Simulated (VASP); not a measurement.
# BAs (F-43m) in VASP: further runs

The runs below take BAs through single point, relaxation of cell and atoms, with PBE, r2SCAN.

Everything below comes from runs of VASP 6.6.1. Logs are shortened: lines on timing, memory, paths and dates and some standing lists are left out, and cuts for length are marked.

### 1 Starting point

The structure is cubic, space group F-43m (No. 216). The conventional cell has a = 4.809 Å, b = 4.809 Å, c = 4.809 Å, α = 90.00°, β = 90.00°, γ = 90.00°. B (site symmetry -43m) is surrounded by 4 As at 2.08 Å. Around As (site symmetry -43m) lie 4 B at 2.08 Å.

### 2 Single point, PBE

INCAR reads:

```
PREC = Accurate
ENCUT = 520
EDIFF = 1E-6
ISMEAR = -1
SIGMA = 0.02
LREAL = F
LASPH = T
NELM = 100
ALGO = Normal
ISIF = 2
LWAVE = F
LCHARG = F
GGA = PE
NBANDS = 11
```

KPOINTS reads:

```
Automatic mesh
0
Gamma
  8 8 8
```

POSCAR reads:

```
BAs
1.0
    0.0000000000      2.4044049122      2.4044049122
    2.4044049122      0.0000000000      2.4044049122
    2.4044049122      2.4044049122      0.0000000000
B As
1 1
Direct
    0.0000000000      0.0000000000      0.0000000000
    0.2500000000      0.2500000000      0.2500000000
```

Potentials or basis: VASP PAW PBE potentials, release 64 (B, As).

Started as:

```
$ cat potpaw_PBE.64/B/POTCAR potpaw_PBE.64/As/POTCAR > POTCAR
$ mpirun -np 1 vasp_std > vasp.out
```

OUTCAR:

```text
PREC = Accurate
   ENCUT = 520
   EDIFF = 1E-6
   ISMEAR = -1
   LREAL = F
   LASPH = T
   NELM = 100
   ISIF = 2
   GGA = PE

 ion  position               nearest neighbor table
   1  0.000  0.000  0.000-   2 2.08   2 2.08   2 2.08   2 2.08
   2  0.250  0.250  0.250-   1 2.08   1 2.08   1 2.08   1 2.08

  LATTYP: Found a face centered cubic cell.
 ALAT       =     4.8088098244

  Lattice vectors:

 A1 = (   0.0000000000,   2.4044049122,   2.4044049122)
 A2 = (   2.4044049122,   0.0000000000,   2.4044049122)
 A3 = (   2.4044049122,   2.4044049122,   0.0000000000)

Analysis of symmetry for initial positions (statically):
=====================================================================
 Subroutine PRICEL returns:
 Original cell was already a primitive cell.

 Routine SETGRP: Setting up the symmetry group for a
 face centered cubic supercell.

 Subroutine GETGRP returns: Found 24 space group operations
 (whereof 24 operations were pure point group operations)
 out of a pool of 48 trial point group operations.

The static configuration has the point symmetry T_d .

Analysis of symmetry for dynamics (positions and initial velocities):
=====================================================================
 Subroutine PRICEL returns:
 Original cell was already a primitive cell.

 Routine SETGRP: Setting up the symmetry group for a
 face centered cubic supercell.

 Subroutine GETGRP returns: Found 24 space group operations
 (whereof 24 operations were pure point group operations)
 out of a pool of 48 trial point group operations.

The dynamic configuration has the point symmetry T_d .

 Subroutine INISYM returns: Found 24 space group operations
 (whereof 24 operations are pure point group operations),
 and found     1 'primitive' translations

----------------------------------------------------------------------------------------

                                     Primitive cell

  volume of cell :      27.8005

  direct lattice vectors                    reciprocal lattice vectors
     0.000000000  2.404404912  2.404404912    -0.207951663  0.207951663  0.207951663
     2.404404912  0.000000000  2.404404912     0.207951663 -0.207951663  0.207951663
     2.404404912  2.404404912  0.000000000     0.207951663  0.207951663 -0.207951663

  length of vectors
     3.400342036  3.400342036  3.400342036     0.360182846  0.360182846  0.360182846

  position of ions in fractional coordinates (direct lattice)
[... 82 lines left out ...]
   NSW    =      0    number of steps for IOM
   IBRION =     -1    ionic relax: 0-MD 1-quasi-New 2-CG
   NFREE  =      0    steps in history (QN), initial steepest desc. (CG)
   ISIF   =      2    stress and relaxation
   ISYM   =      2    0-nonsym 1-usesym 2-fastsym
   POTIM  = 0.5000    time-step for ionic-motion
   TEBEG  =    0.0;   TEEND  =   0.0 temperature during run
   PSTRESS=    0.0 pullay stress
   NELECT =       8.0000    total number of electrons
   NUPDOWN=      -1.0000    fix difference up-down
   EMIN   =  10.00;   EMAX   =-10.00  energy-range for DOS
   EFERMI =   0.00;   METHOD = LEGACY
   ISMEAR =    -1;   SIGMA  =   0.02  broadening in eV -4-tet -1-fermi 0-gaus
   EFERMI_NEDOS =   21; number of points for ismear=-14 and -15
   IALGO  =     38    algorithm
   IMIX   =      4    mixing-type and parameters
     AMIX     =   0.40;   BMIX     =  1.00
     AMIX_MAG =   1.60;   BMIX_MAG =  1.00
  volume/ion in A,a.u.               =      13.90        93.80
  Fermi-wavevector in a.u.,A,eV,Ry     =   1.080821  2.042456 15.893981  1.168175
  Thomas-Fermi vector in A             =   2.216822
   LORBIT       =      0    0 simple, 1 ext, 2 COOP (PROOUT), +10 PAW based schemes
   GGA     = PE    functional components
[... 5 lines left out ...]
 non-spin polarized calculation
  energy-cutoff  :      520.00
  volume of cell :       27.80
 maximum number of plane-waves:       763
 NGX is ok and might be reduce to    28
   NGX = 13   NGY = 13   NGZ = 13

 number of electron       8.0000000 magnetization

 Free energy of the ion-electron system (eV)
  ---------------------------------------------------
  ext. energy  EPLUGINS =         0.00000000
  ---------------------------------------------------
  free energy    TOTEN  =       -11.41120834 eV

  energy without entropy =      -11.41120834  energy(sigma->0) =      -11.41120834

 E-fermi :   6.3970     XC(G=0): -10.4977

 val. band max:        5.9093287834   @ k =   0.0000   0.0000   0.0000
 cond. band min:       7.1171835891   @ k =   0.3750   0.3750   0.0000
 fundamental gap:      1.2078548058
 Fermi energy:         6.3970379435

 k-point     1 :       0.0000    0.0000    0.0000
  band No.  band energies     occupation
      1      -9.3120      2.00000
      2       5.9093      2.00000
      3       5.9093      2.00000
      4       5.9093      2.00000
      5       9.1607      0.00000
      6       9.1607      0.00000
      7       9.1607      0.00000
      8      10.3443      0.00000
      9      15.3963      0.00000
     10      18.7792      0.00000
     11      18.7792      0.00000
[... 309 lines left out ...]
 k-point    24 :      -0.3750    0.2500    0.1250
  band No.  band energies     occupation
      1      -5.9516      2.00000
      2      -2.2568      2.00000
      3       1.4234      2.00000
      4       2.9018      2.00000
      5       9.8374      0.00000
      6      10.6192      0.00000
      7      13.2591      0.00000
      8      14.8127      0.00000
      9      16.1814      0.00000
     10      19.9648      0.00000
     11      21.0101      0.00000

 [... further k-points ...]

------------------------ aborting loop because EDIFF is reached ----------------------------------------

  FORCE on cell =-STRESS in cart. coord.  units (eV):
  Direction    XX          YY          ZZ          XY          YZ          ZX
  --------------------------------------------------------------------------------------
  -------------------------------------------------------------------------------------
  Total        0.1095846      0.1095846      0.1095846      0.0000000      0.0000000     -0.0000000
  in kB        6.3154956      6.3154956      6.3154956      0.0000000      0.0000000     -0.0000000
  external PRESSURE =       6.3154956 kB  Pullay stress =       0.0000000 kB

 VOLUME and BASIS-vectors are now :
 -----------------------------------------------------------------------------
  energy-cutoff  :      520.00
  volume of cell :       27.80
      direct lattice vectors                 reciprocal lattice vectors
     0.000000000  2.404404912  2.404404912    -0.207951663  0.207951663  0.207951663
     2.404404912  0.000000000  2.404404912     0.207951663 -0.207951663  0.207951663
     2.404404912  2.404404912  0.000000000     0.207951663  0.207951663 -0.207951663

 POSITION                                       TOTAL-FORCE (eV/Angst)
 -----------------------------------------------------------------------------------
      0.00000      0.00000      0.00000        -0.000000      0.000000     -0.000000
      1.20220      1.20220      1.20220         0.000000     -0.000000      0.000000
 -----------------------------------------------------------------------------------
    total drift:                               -0.000000     -0.000000     -0.000000

  FREE ENERGIE OF THE ION-ELECTRON SYSTEM (eV)
  ---------------------------------------------------
  free  energy   TOTEN  =       -11.4112083424 eV

  energy  without entropy=      -11.4112083424  energy(sigma->0) =      -11.41120834
```

OSZICAR:

```text
N       E                     dE             d eps       ncg     rms          rms(c)
DAV:   1     0.133036215919E+02    0.13304E+02   -0.37974E+03   638   0.644E+02
DAV:   2    -0.112316246097E+02   -0.24535E+02   -0.23559E+02   817   0.108E+02
DAV:   3    -0.120109888482E+02   -0.77936E+00   -0.77750E+00   801   0.177E+01
DAV:   4    -0.120132431916E+02   -0.22543E-02   -0.22543E-02   709   0.107E+00
DAV:   5    -0.120132467603E+02   -0.35687E-05   -0.35686E-05   761   0.465E-02    0.479E+00
DAV:   6    -0.114721575225E+02    0.54109E+00   -0.15235E+00   674   0.496E+00    0.233E+00
DAV:   7    -0.114172553084E+02    0.54902E-01   -0.17865E-01   737   0.208E+00    0.968E-01
DAV:   8    -0.114107417963E+02    0.65135E-02   -0.19896E-02   710   0.797E-01    0.966E-02
DAV:   9    -0.114110436873E+02   -0.30189E-03   -0.78389E-04   722   0.159E-01    0.567E-02
DAV:  10    -0.114112020135E+02   -0.15833E-03   -0.19475E-04   676   0.848E-02    0.120E-02
DAV:  11    -0.114112080990E+02   -0.60855E-05   -0.55462E-06   779   0.157E-02    0.101E-02
DAV:  12    -0.114112083424E+02   -0.24346E-06   -0.28145E-06   671   0.915E-03
   1 F= -.11411208E+02 E0= -.11411208E+02  d E =-.152770E-12
```

stdout:

```text
POSCAR found type information on POSCAR B As
 POSCAR found :  2 types and       2 ions
 scaLAPACK will be used
 LDA part: xc-table for (Slater+PW92), standard interpolation
 POSCAR, INCAR and KPOINTS ok, starting setup
 FFT: planning ... GRIDC
 FFT: planning ... GRID_SOFT
 FFT: planning ... GRID
 WAVECAR not read
 entering main loop
```

Wall time 7.2 s (1 thread of AMD EPYC 9R45 (Zen 5), shared host); peak memory 0.13 GiB.

What came out:

```yaml
Free_energy: -11.4112 eV
Pressure: 0.6 GPa
Band_gap_on_the_k_mesh: 1.21 eV, indirect (least direct gap 3.25 eV)
```

Levels at points of the mesh, in eV from the valence-band top:
| k point | band 1 | band 2 | band 3 | band 4 | band 5 | band 6 | band 7 | band 8 | band 9 |
| --- | --- | --- | --- | --- | --- | --- | --- | --- | --- |
| (0.00, 0.00, 0.00) | -15.22 | 0.00 | 0.00 | 0.00 | 3.25 | 3.25 | 3.25 | 4.44 | 9.49 |
| (0.50, 0.00, 0.00) | -12.42 | -8.64 | -1.79 | -1.79 | 2.58 | 4.76 | 4.76 | 8.82 | 12.57 |
| (0.50, 0.50, 0.00) | -11.14 | -8.42 | -4.00 | -4.00 | 1.45 | 1.46 | 11.18 | 11.18 | 12.69 |

A k mesh can miss the band edges. PBE gaps usually lie below the measured ones, often by a third to a half.

### 3 Relaxation of cell and atoms, PBE

This run uses another cell than the first one, of 13.63 Å³/atom, 0.980 times its volume.

INCAR reads:

```
SYSTEM = BAs
PREC = Accurate
ENCUT = 600
EDIFF = 1E-7
ISMEAR = -1
SIGMA = 0.02
LREAL = .FALSE.
LASPH = .TRUE.
NELM = 100
ALGO = Normal
ISIF = 3
LWAVE = .FALSE.
LCHARG = .FALSE.
GGA = PE
IBRION = 2
NSW = 80
EDIFFG = -0.005
```

KPOINTS reads:

```
Automatic mesh
0
G
  8 8 8
  0 0 0
```

POSCAR reads:

```
BAs
1.0
    0.0000000000      2.3885000000      2.3885000000
    2.3885000000      0.0000000000      2.3885000000
    2.3885000000      2.3885000000      0.0000000000
B As
1 1
Direct
    0.0000000000      0.0000000000      0.0000000000
    0.2500000000      0.2500000000      0.2500000000
```

Potentials or basis: VASP PAW PBE potentials, release 64 (B, As).

Started as:

```
$ cat potpaw_PBE.64/B/POTCAR potpaw_PBE.64/As/POTCAR > POTCAR
$ mpirun -np 1 vasp_std > vasp.out
```

OUTCAR:

```text
SYSTEM = BAs
   PREC = Accurate
   ENCUT = 600
   EDIFF = 1E-7
   ISMEAR = -1
   LREAL = .FALSE.
   LASPH = .TRUE.
   NELM = 100
   ISIF = 3
   GGA = PE
   IBRION = 2
   NSW = 80
   EDIFFG = -0.005

 ion  position               nearest neighbor table
   1  0.000  0.000  0.000-   2 2.07   2 2.07   2 2.07   2 2.07
   2  0.250  0.250  0.250-   1 2.07   1 2.07   1 2.07   1 2.07

  LATTYP: Found a face centered cubic cell.
 ALAT       =     4.7770000000

  Lattice vectors:

 A1 = (   0.0000000000,   2.3885000000,   2.3885000000)
 A2 = (   2.3885000000,   0.0000000000,   2.3885000000)
 A3 = (   2.3885000000,   2.3885000000,   0.0000000000)

Analysis of symmetry for initial positions (statically):
=====================================================================
 Subroutine PRICEL returns:
[... 260 lines left out ...]
 Fermi energy:         6.2483412138

 k-point     1 :       0.0000    0.0000    0.0000
  band No.  band energies     occupation
      1      -9.3209      2.00000
      2       5.8582      2.00000
      3       5.8582      2.00000
      4       5.8582      2.00000
      5       9.1039      0.00000
      6       9.1039      0.00000
      7       9.1039      0.00000
      8      10.2350      0.00000
[... 243 lines left out ...]
 k-point    24 :      -0.3750    0.2500    0.1250
  band No.  band energies     occupation
      1      -5.9804      2.00000
      2      -2.2786      2.00000
      3       1.3901      2.00000
      4       2.8663      2.00000
      5       9.7766      0.00000
      6      10.5569      0.00000
      7      13.1829      0.00000
      8      14.7330      0.00000

 [... further k-points ...]

------------------------ aborting loop because EDIFF is reached ----------------------------------------

  FORCE on cell =-STRESS in cart. coord.  units (eV):
  Direction    XX          YY          ZZ          XY          YZ          ZX
  --------------------------------------------------------------------------------------
  -------------------------------------------------------------------------------------
  Total        0.0012849      0.0012849      0.0012849     -0.0000000      0.0000000     -0.0000000
  in kB        0.0737026      0.0737026      0.0737026     -0.0000000      0.0000000     -0.0000000
  external PRESSURE =       0.0737026 kB  Pullay stress =       0.0000000 kB
[... 17 lines left out ...]
  FREE ENERGIE OF THE ION-ELECTRON SYSTEM (eV)
  ---------------------------------------------------
  free  energy   TOTEN  =       -11.4121952997 eV

  energy  without entropy=      -11.4121952997  energy(sigma->0) =      -11.41219530

 reached required accuracy - stopping structural energy minimisation
```

Wall time 14 s (1 thread of AMD EPYC 9R45 (Zen 5), shared host); peak memory 0.13 GiB.

Results:

```yaml
Free_energy: -11.4122 eV
Relaxed_volume: 13.97 Å³/atom
Relaxed_cell: a = 3.406 Å, b = 3.406 Å, c = 3.406 Å, α = 60.00°, β = 60.00°, γ = 60.00°
Space_group_after_relaxing_to_0.05_Å: F-43m (No. 216)
Energy_gained_by_relaxing: 3.5 meV/atom
Ionic_steps: 3
Pressure_after_relaxing: 0.0 GPa
Band_gap_on_the_k_mesh: 1.21 eV, indirect (least direct gap 3.25 eV)
```

Step by step:
| step | energy change (eV) | largest force (eV/Å) | pressure (GPa) | volume (Å³) |
| --- | --- | --- | --- | --- |
| 1 | 0.0000 | 0.0000 | 3.42 | 27.25 |
| 2 | -0.0037 | 0.0000 | -2.19 | 28.42 |
| 3 | -0.0071 | 0.0000 | 0.01 | 27.93 |

Final structure:
```
B As
1.0
     0.00000    2.40815    2.40815
     2.40815    0.00000    2.40815
     2.40815    2.40815    0.00000
B As
1 1
Direct
  0.00000 0.00000 0.00000
  0.25000 0.25000 0.25000
```

### 4 Single point, r2SCAN

This run uses another cell than the first one, of 13.68 Å³/atom, 0.984 times its volume.

POSCAR reads:

```
BAs
1.0
    0.0000000000      2.3918698983      2.3918698983
    2.3918698983      0.0000000000      2.3918698983
    2.3918698983      2.3918698983      0.0000000000
B As
1 1
Direct
    0.0000000000      0.0000000000      0.0000000000
    0.2500000000      0.2500000000      0.2500000000
```

INCAR.step1 reads:

```
SYSTEM = BAs
PREC = Accurate
ENCUT = 520
ISMEAR = 0
SIGMA = 0.01
LREAL = .False.
LASPH = .True.
NELM = 100
NBANDS = 11
GGA = PE
ALGO = Normal
EDIFF = 1E-4
LWAVE = .True.
LCHARG = .False.
```

INCAR.step2 reads:

```
SYSTEM = BAs
PREC = Accurate
ENCUT = 520
EDIFF = 1E-6
ISMEAR = 0
SIGMA = 0.01
LREAL = .False.
LASPH = .True.
NELM = 100
ALGO = Normal
ISIF = 2
LWAVE = .False.
LCHARG = .False.
METAGGA = R2SCAN
LMIXTAU = .True.
NBANDS = 11
ISTART = 1
```

KPOINTS reads:

```
Automatic mesh
0
Gamma
  10 10 10
  0 0 0
```

Started as:

```
$ cat potpaw_PBE.64/B/POTCAR potpaw_PBE.64/As/POTCAR > POTCAR
$ cp INCAR.step1 INCAR
$ mpirun -np 1 vasp_std > vasp.out
$ cp INCAR.step2 INCAR
$ mpirun -np 1 vasp_std > vasp.out
```

It took 50 s on 1 thread of AMD EPYC 9R45 (Zen 5), shared host; peak memory 0.14 GiB.

Results (log left out):

```yaml
Free_energy: -22.2561 eV
Pressure: 0.3 GPa
Band_gap_on_the_k_mesh: 1.37 eV, indirect (least direct gap 3.44 eV)
```

Levels at points of the mesh, in eV from the valence-band top:
| k point | band 2 | band 3 | band 4 | band 5 | band 6 | band 7 |
| --- | --- | --- | --- | --- | --- | --- |
| (0.00, 0.00, 0.00) | 0.00 | 0.00 | 0.00 | 3.44 | 3.44 | 3.44 |
| (0.50, 0.00, 0.00) | -9.21 | -1.93 | -1.93 | 2.95 | 5.05 | 5.05 |
| (0.50, 0.50, 0.00) | -9.04 | -4.29 | -4.29 | 1.62 | 1.70 | 12.12 |

Caveat: the PAW data sets were made with another functional, which shifts forces and pressure a little. r2SCAN opens gaps a little over a GGA but as a rule still falls short of measured ones.

### 5 Overview

```csv
task,level,cell,k mesh,cutoff (eV),smearing,gap on the mesh (eV),pressure (GPa)
single point,PBE,"F-43m, 13.9 Å³/atom",8 × 8 × 8,520,fermi-dirac 0.02 eV,1.21,0.6
relaxation of cell and atoms,PBE,relaxed,8 × 8 × 8,600,fermi-dirac 0.02 eV,1.21,0.0
single point,r2SCAN,"F-43m, 13.68 Å³/atom",10 × 10 × 10,520,gaussian 0.01 eV,1.37,0.3
```

Alike in all rows: potentials or basis VASP PAW PBE potentials, release 64 (B, As); no spin polarisation.

Caveats: the PAW data sets were made with another functional, which shifts forces and pressure a little (some runs).

Total energies depend on the potentials used, so only differences within one code and one set of settings carry meaning.
